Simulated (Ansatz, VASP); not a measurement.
BN: VASP beside Ansatz

```
B N
1.0
     2.39360    0.00000    0.00000
    -1.19680    2.07292    0.00000
     0.00000    0.00000    3.95913
B N
2 2
Direct
  0.66667 0.33333 0.00078
  0.33333 0.66667 0.50078
  0.66667 0.33333 0.37422
  0.33333 0.66667 0.87422
```

Change from the starting cell: hydrostatic strain -5.9%.

Alike in both runs: task single point; functional PBE; k mesh 12 × 12 × 6; occupations fermi-dirac, width 0.02 eV; no spin polarisation.

|  | VASP | Ansatz |
| --- | --- | --- |
| version | VASP 6.6.1 | Ansatz 0.2.0 |
| potentials or method | VASP PAW PBE potentials, release 64 (B, N) | plane waves, PAW |
| plane-wave cutoff (eV) | 520 | 420 |
| valence electrons in the cell | 16 | 16 |

VASP gave:

| Quantity | Value |
| --- | --- |
| gap on the k mesh at the Fermi level (eV) | 4.72 |
| pressure (GPa) | 104.3 |
| largest component of the traceless stress (GPa) | 1.84 |
| rms of the force components (eV/Å) | 0.005 |

Q: Estimate Ansatz's values.

A: gap on the k mesh at the Fermi level (eV): 4.75; pressure (GPa): 103.4; largest component of the traceless stress (GPa): 1.81; rms of the force components (eV/Å): 0.004.

Atom by atom the forces differ by 0.001 eV/Å (rms over components).

Caveats: the cell as given lies far from equilibrium; so large a pressure means that the cell lies far from this level's equilibrium, or that cutoff or potentials fall short (VASP). A k mesh can miss the band edges.
